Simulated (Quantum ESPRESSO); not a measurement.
Crystal: KCl.

```
CELL_PARAMETERS angstrom
3.83920 0.00000 0.00000
0.00000 3.83920 0.00000
0.00000 0.00000 3.83920
ATOMIC_POSITIONS crystal
K 0.00000 0.00000 0.00000
Cl 0.50000 0.50000 0.50000
```

Measurements of this composition are mostly on another form, of space group No. 225.

Base run:

| Quantity | Value |
| --- | --- |
| Program | Quantum ESPRESSO 7.5 |
| Functional | WC |
| Potentials or basis | PseudoDojo 0.4.1 SR PBE standard |
| Cutoff | 1007 eV |
| Density cutoff | 4027 eV |
| k mesh | 6 × 6 × 6, shifted |
| Occupations | fermi-dirac, width 0.05 eV |
| Spin | no spin polarisation |

Its results: pressure -1.3 GPa; electronic dielectric tensor (diagonal) 2.58.

Question: After a change of settings the same cell gave: pressure -0.5 GPa; electronic dielectric tensor (diagonal) 2.55. Which change was it?
A. functional from WC to LDA; potentials or basis from PseudoDojo 0.4.1 SR PBE standard to PseudoDojo 0.4.1 SR LDA standard; cutoff from 1007 eV to 980 eV; density cutoff from 4027 eV to 3918 eV
B. functional from WC to PBEsol; potentials or basis from PseudoDojo 0.4.1 SR PBE standard to PseudoDojo 0.4.1 SR PBEsol standard
C. functional from WC to AM05
D. functional from WC to BLYP

Answer: C.

Caveats: the potentials were made for another functional, which shifts forces and pressure.
